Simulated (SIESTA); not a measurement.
# CsSnI3 in SIESTA: the effect of functional

The system is CsSnI3.

```
CELL_PARAMETERS angstrom
6.20570 0.00000 0.00000
0.00000 6.20570 0.00000
0.00000 0.00000 6.20570
ATOMIC_POSITIONS crystal
Cs 0.00000 0.00000 0.00000
I 0.50000 0.50000 0.00000
I 0.50000 0.00000 0.50000
I 0.00000 0.50000 0.50000
Sn 0.50000 0.50000 0.50000
```

Alike in all runs:

* Program: SIESTA 5.4.2
* Task: band structure
* Basis: DZP (energy shift 0.003 Ry; two zetas on semicore shells; d shell added on Cs)
* Grid cutoff: 500 Ry
* Energy shift: 0.003 Ry
* k mesh: 5 × 5 × 5
* Occupations: fermi-dirac, width 0.05 eV
* Spin: no spin polarisation

| functional | potentials or basis | pressure (GPa) |
| --- | --- | --- |
| AM05 | PseudoDojo 0.4 standard (PBEsol files) | 0.0 |
| BLYP | PseudoDojo 0.4 standard (PBE files) | ? |
| vdW-DF-cx | PseudoDojo 0.4 standard (PBE files) | -0.3 |

Question: What does the run with functional BLYP give?

Answer: Pressure 2.2 GPa.

Caveats: the potentials were made for another functional, which shifts forces and pressure; the cell was measured hot, at 500 K; the basis of atomic orbitals isn't converged, which shifts pressures, moduli and gaps.

Runs at the PBE level aren't shown here.
